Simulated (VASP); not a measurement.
# NaCl (Pm-3m) in VASP: settings compared, part 2 of 2

VASP 6.6.1. The steps go on from the part before.

**3. QSGW quasiparticle levels, PBE**

Contents of POSCAR:

```
NaCl
1.0
    3.5021900000      0.0000000000      0.0000000000
    0.0000000000      3.5021900000      0.0000000000
    0.0000000000      0.0000000000      3.5021900000
Cl Na
1 1
Direct
    0.5000000000      0.5000000000      0.5000000000
    0.0000000000      0.0000000000      0.0000000000
```

Contents of INCAR.step1:

```
SYSTEM = NaCl
PREC = Accurate
ENCUT = 450
EDIFF = 1E-8
ISMEAR = 0
SIGMA = 0.01
LREAL = .False.
LASPH = .True.
NELM = 100
ALGO = Normal
LWAVE = .True.
LCHARG = .False.
GGA = PE
```

Contents of INCAR.step2:

```
SYSTEM = NaCl
PREC = Accurate
ENCUT = 450
EDIFF = 1E-8
ISMEAR = 0
SIGMA = 0.01
LREAL = .False.
LASPH = .True.
NELM = 1
ALGO = Exact
LWAVE = .True.
LCHARG = .False.
GGA = PE
NBANDS = 83
LOPTICS = .True.
ISTART = 1
```

Contents of INCAR.step3:

```
SYSTEM = NaCl
PREC = Accurate
ENCUT = 450
EDIFF = 1E-8
ISMEAR = 0
SIGMA = 0.01
LREAL = .False.
LASPH = .True.
ALGO = QPGW
LWAVE = .False.
LCHARG = .False.
GGA = PE
NELMGW = 4
NBANDS = 83
ENCUTGW = 120
NOMEGA = 64
PRECFOCK = Fast
ISTART = 1
NBANDSGW = 20
```

Contents of KPOINTS:

```
Automatic mesh
0
Gamma
  4 4 4
  0 0 0
```

Potentials or basis: VASP PAW PBE potentials, release 64 (Cl_GW, Na_sv_GW).

Command:

```console
> cat potpaw_PBE.64/Cl_GW/POTCAR potpaw_PBE.64/Na_sv_GW/POTCAR > POTCAR
> cp INCAR.step1 INCAR
> mpirun -np 1 vasp_std > vasp.out
> cp INCAR.step2 INCAR
> mpirun -np 1 vasp_std > vasp.out
> cp INCAR.step3 INCAR
> mpirun -np 1 vasp_std > vasp.out
```

OUTCAR:

```text
SYSTEM = NaCl
   PREC = Accurate
   ENCUT = 450
   EDIFF = 1E-8
   ISMEAR = 0
   LREAL = .False.
   LASPH = .True.
   GGA = PE
   NELMGW = 4
   ENCUTGW = 120
   PRECFOCK = Fast
   ISTART = 1

 ion  position               nearest neighbor table
   1  0.500  0.500  0.500-
   2  0.000  0.000  0.000-

  LATTYP: Found a simple cubic cell.
 ALAT       =     3.5021900000

  Lattice vectors:

 A1 = (   3.5021900000,   0.0000000000,   0.0000000000)
 A2 = (   0.0000000000,   3.5021900000,   0.0000000000)
 A3 = (   0.0000000000,   0.0000000000,   3.5021900000)

Analysis of symmetry for initial positions (statically):
=====================================================================
 Subroutine PRICEL returns:
 Original cell was already a primitive cell.

 Routine SETGRP: Setting up the symmetry group for a
 simple cubic supercell.

 Subroutine GETGRP returns: Found 48 space group operations
 (whereof 48 operations were pure point group operations)
 out of a pool of 48 trial point group operations.

The static configuration has the point symmetry O_h .

Analysis of symmetry for dynamics (positions and initial velocities):
=====================================================================
 Subroutine PRICEL returns:
 Original cell was already a primitive cell.

 Routine SETGRP: Setting up the symmetry group for a
 simple cubic supercell.

 Subroutine GETGRP returns: Found 48 space group operations
 (whereof 48 operations were pure point group operations)
 out of a pool of 48 trial point group operations.

[... 68 lines left out ...]
   number of dos      NEDOS =    301   number of ions     NIONS =      2
   total plane-waves  NPLWV =  13824
   dimension x,y,z NGX =    24 NGY =   24 NGZ =   24
   dimension x,y,z NGXF=    48 NGYF=   48 NGZF=   48
   ions per type =               1   1
   NGX,Y,Z   is equivalent  to a cutoff of  11.39, 11.39, 11.39 a.u.
   NGXF,Y,Z  is equivalent  to a cutoff of  22.79, 22.79, 22.79 a.u.
 SYSTEM =  NaCl
   PREC   = accura    normal or accurate (medium, high low for compatibility)
   ISTART =      1    job   : 0-new  1-cont  2-samecut
   ICHARG =      0    charge: 1-file 2-atom 10-const
   ISPIN  =      1    spin polarized calculation?
   LNONCOLLINEAR =      F non collinear calculations
   LSORBIT =      F    spin-orbit coupling
   LASPH  =      T    aspherical Exc in radial PAW
   ENCUT  =  450.0 eV  33.07 Ry    5.75 a.u.   6.06  6.06  6.06*2*pi/ulx,y,z
   NELM   =     60;   NELMIN=  2; NELMDL=  0     # of ELM steps
   EDIFF  = 0.1E-07   stopping-criterion for ELM
   LREAL  =      F    real-space projection
   EDIFFG = 0.1E-06   stopping-criterion for IOM
   NSW    =      0    number of steps for IOM
   IBRION =     -1    ionic relax: 0-MD 1-quasi-New 2-CG
   NFREE  =      0    steps in history (QN), initial steepest desc. (CG)
   ISIF   =      0    stress and relaxation
   ISYM   =      3    0-nonsym 1-usesym 2-fastsym
   POTIM  = 0.5000    time-step for ionic-motion
   TEBEG  =    0.0;   TEEND  =   0.0 temperature during run
   PSTRESS=    0.0 pullay stress
   NELECT =      16.0000    total number of electrons
   NUPDOWN=      -1.0000    fix difference up-down
   EMIN   =  10.00;   EMAX   =-10.00  energy-range for DOS
   EFERMI =   0.00;   METHOD = LEGACY
   ISMEAR =     0;   SIGMA  =   0.01  broadening in eV -4-tet -1-fermi 0-gaus
   EFERMI_NEDOS =   21; number of points for ismear=-14 and -15
   IALGO  =     38    algorithm
   IMIX   =      4    mixing-type and parameters
     AMIX     =   0.40;   BMIX     =  1.00
     AMIX_MAG =   1.60;   BMIX_MAG =  1.00
  volume/ion in A,a.u.               =      21.48       144.94
  Fermi-wavevector in a.u.,A,eV,Ry     =   1.177900  2.225908 18.877385  1.387449
  Thomas-Fermi vector in A             =   2.314239
   LORBIT       =      0    0 simple, 1 ext, 2 COOP (PROOUT), +10 PAW based schemes
   GGA     = PE    functional components
   LHFCALC =     T    Hartree Fock is set to
   PRECFOCK=fast      Normal, Fast or Accurate (Low or Medium for compatibility)
   ENCUT4O =  -1.0   cutoff for four orbital integrals eV
   NKREDX  =     1    reduce k-point grid by
   NKREDY  =     1    reduce k-point grid by
   NKREDZ  =     1    reduce k-point grid by
   AEXX    =    1.0000 exact exchange contribution
   HFSCREEN=    0.0000 screening length (either q_TF or 0.3 A-1)
   HFSCREENC=   0.0000 screening length for correlation (either q_TF or 0.3 A-1)
   ENCUTFOCK=  -1.0 apply spherical cutoff to Coloumb kernel
   IVDW    =     0    specifies the selected vdW correction
   LEPSILON=     F    determine dielectric tensor
   LRPA    =     F    only Hartree local field effects (RPA)
   LRPAFORCE           =     F    calculate RPA forces
   ENCUTGW             = 120.0    cutoff for response function in eV
   ENCUTGWSOFT         =  96.0    soft cutoff for Coulomb kernel in GW response function in eV
   ENCUTLF             =  -1.0    cutoff for local field effects
   NELMGW              =     4    number of iterations in solving QP/BSE equation
   NELMHF              =     1    number of iterations in the inner HF iteration
   NKREDLFX            =     1    NKREDLFY  =   1   NKREDLFZ  =   1
 non-spin polarized calculation
 Gauss-broadening in eV      SIGMA  =   0.01
  energy-cutoff  :      450.00
  volume of cell :       42.96
 maximum number of plane-waves:       952
  NGX = 14; NGY = 14; NGZ = 14
   NGX = 13   NGY = 13   NGZ = 13
 maximum number of plane-waves:       136
 NGX is ok and might be reduce to    14

 QP shifts <psi_nk| G(iteration)W_0 |psi_nk>: iteration 1
 for sc-GW calculations column KS-energies equals QP-energies in previous step
 and V_xc(KS)=  KS-energies - (<T + V_ion + V_H > + <T+V_H+V_ion>^1  + <V_x>^1)

 k-point   1 :       0.0000    0.0000    0.0000
  band No.  KS-energies  QP-energies   sigma(KS)   V_xc(KS)     V^pw_x(r,r')   Z            occupation Imag(sigma)

      1     -49.9343     -59.6499     -41.9555     -29.2764     -49.1344       0.7663       2.0000       0.4072
      2     -21.8606     -27.7713     -35.7064     -28.3478     -41.3995       0.8032       2.0000       0.2004
      3     -21.8606     -27.7713     -35.7064     -28.3478     -41.3995       0.8032       2.0000       0.2004
      4     -21.8606     -27.7713     -35.7064     -28.3478     -41.3995       0.8032       2.0000       0.2004
      5     -13.1546     -14.2934     -16.5089     -14.8459     -24.1476       0.6848       2.0000       1.5436
      6      -0.2691      -1.8642     -16.3945     -14.3522     -18.6789       0.7811       2.0000       0.1585
[... 1191 lines left out ...]
      6      -4.2505      -4.3495      -4.3476      -4.3666       0.8365       2.0000
[... 12 lines left out ...]
     19      25.2177      25.2746      25.2707      25.2818       0.8280       0.0000
     20      25.2177      25.2746      25.2707      25.2818       0.8280       0.0000
```

OUTCAR.step1:

```text
SYSTEM = NaCl
   PREC = Accurate
   ENCUT = 450
   EDIFF = 1E-8
   ISMEAR = 0
   LREAL = .False.
   LASPH = .True.
[... 354 lines left out ...]
      1.75110      1.75110      1.75110         0.000000      0.000000      0.000000
      0.00000      0.00000      0.00000         0.000000      0.000000      0.000000
 -----------------------------------------------------------------------------------
    total drift:                                0.000000      0.000000     -0.000000

  FREE ENERGIE OF THE ION-ELECTRON SYSTEM (eV)
  ---------------------------------------------------
  free  energy   TOTEN  =        -8.5416097018 eV

  energy  without entropy=       -8.5416097018  energy(sigma->0) =       -8.54160970
```

OUTCAR.step2:

```text
SYSTEM = NaCl
   PREC = Accurate
   ENCUT = 450
   EDIFF = 1E-8
[... 770 lines left out ...]
  --------------------------------------------------------------------------------------------------------------
     0.00000     3.08733     3.08733     3.08733     0.00000    -0.00000     0.00000
     1.56578     3.16594     3.16594     3.16594     0.00000    -0.00000     0.00000
     3.13157     3.48298     3.48298     3.48298     0.00000    -0.00000     0.00000
     4.69735     3.23255     3.23255     3.23255     0.00000    -0.00000     0.00000
     6.26314     4.28168     4.28168     4.28168     0.00000     0.00000     0.00000
     7.82892     5.80767     5.80767     5.80767     0.00000     0.00000     0.00000
[... 92 lines left out ...]
   153.44684     0.98194     0.98194     0.98194    -0.00000     0.00000    -0.00000
   155.01262     0.98236     0.98236     0.98236    -0.00000     0.00000    -0.00000
```

Wall time 18 min (1 thread of Intel Xeon Platinum 8375C at 2.90GHz (Ice Lake), shared host); peak memory 0.46 GiB.

What came out:

```yaml
Band_gap_on_the_k_mesh_mean-field_level: 3.98 eV, indirect (least direct gap 4.47 eV)
Quasiparticle_gap: 7.65 eV
Least_direct_quasiparticle_gap: 8.26 eV
```

Quasiparticle gap after each update of the energies (eV): 6.47, 7.16, 7.49, 7.65

Caveat: the k mesh is coarse (spacing up to 0.45 Å⁻¹), so the values aren't converged; the cutoff is under 1.25 times the usual one of these potentials, so pressure, stress and relaxed cells hold a basis-set (Pulay) error; bands, screening cutoff and mesh are small and nothing is extrapolated, so the quasiparticle values aren't converged.

**4. Band structure, HSE06**

POSCAR is that of step 3.

Contents of INCAR.step1:

```
ALGO = Normal ; EDIFF = 1E-5
ENCUT = 520 ; GGA = PE
ISIF = 2 ; ISMEAR = 0
KPAR = 4 ; LASPH = True
LCHARG = False ; LREAL = False
LWAVE = True ; NBANDS = 14
NELM = 60 ; PREC = Accurate
SIGMA = 0.02
```

Contents of INCAR.step2:

```
ALGO = Normal ; EDIFF = 1E-6
ENCUT = 520 ; GGA = PE
HFSCREEN = 0.2 ; ISIF = 2
ISMEAR = 0 ; ISTART = 1
KPAR = 4 ; LASPH = True
LCHARG = False ; LHFCALC = True
LREAL = False ; LWAVE = False
NBANDS = 14 ; NELM = 60
PREC = Accurate ; PRECFOCK = Fast
SIGMA = 0.02
```

Contents of KPOINTS:

```
k-points
0
Gamma
  6 6 6
```

Contents of KPOINTS_OPT:

```
path GXMGRX,MR
10
line-mode
reciprocal
 0.0000000000  0.0000000000  0.0000000000  G
 0.0000000000  0.5000000000  0.0000000000  X

 0.0000000000  0.5000000000  0.0000000000  X
 0.5000000000  0.5000000000  0.0000000000  M

 0.5000000000  0.5000000000  0.0000000000  M
 0.0000000000  0.0000000000  0.0000000000  G

 0.0000000000  0.0000000000  0.0000000000  G
 0.5000000000  0.5000000000  0.5000000000  R

 0.5000000000  0.5000000000  0.5000000000  R
 0.0000000000  0.5000000000  0.0000000000  X

 0.5000000000  0.5000000000  0.0000000000  M
 0.5000000000  0.5000000000  0.5000000000  R
```

Potentials or basis: VASP PAW PBE potentials, release 64 (Cl, Na_pv).

Command:

```console
> cat potpaw_PBE.64/Cl/POTCAR potpaw_PBE.64/Na_pv/POTCAR > POTCAR
> cp INCAR.step1 INCAR
> mpirun -np 4 vasp_std > vasp.out
> cp INCAR.step2 INCAR
> mpirun -np 4 vasp_std > vasp.out
```

Wall time 3 min (4 MPI ranks of Intel Xeon 6975P-C (Granite Rapids), shared host); peak memory 0.3 GiB.

The run converged. Its results:

- Free energy: -7.5732 eV
- Pressure: -0.5 GPa
- Band gap on the k mesh: 5.31 eV, indirect (least direct gap 5.84 eV)
- Band gap along the path: 5.31 eV, indirect (least direct gap 5.84 eV)

Levels at the corners of the path, in eV from the valence-band top:
```
point  band 4  band 5  band 6  band 7  band 8  band 9  band 10  band 11
    Γ  -14.63   -0.53   -0.53   -0.53    5.31    9.95     9.95    17.42
    X  -14.25   -3.14   -0.28   -0.28    8.30   10.11    11.98    13.41
    X  -14.25   -3.14   -0.28   -0.28    8.30   10.11    11.98    13.41
    M  -13.96   -2.44   -2.44    0.00    6.87   11.36    12.60    12.60
    M  -13.96   -2.44   -2.44    0.00    6.87   11.36    12.60    12.60
    Γ  -14.63   -0.53   -0.53   -0.53    5.31    9.95     9.95    17.42
    Γ  -14.63   -0.53   -0.53   -0.53    5.31    9.95     9.95    17.42
    R  -13.66   -2.00   -2.00   -2.00    8.46    8.46     8.46    13.29
    R  -13.66   -2.00   -2.00   -2.00    8.46    8.46     8.46    13.29
    X  -14.25   -3.14   -0.28   -0.28    8.30   10.11    11.98    13.41
    M  -13.96   -2.44   -2.44    0.00    6.87   11.36    12.60    12.60
    R  -13.66   -2.00   -2.00   -2.00    8.46    8.46     8.46    13.29
```

Caveat: the PAW data sets were made with another functional, which shifts forces and pressure a little.
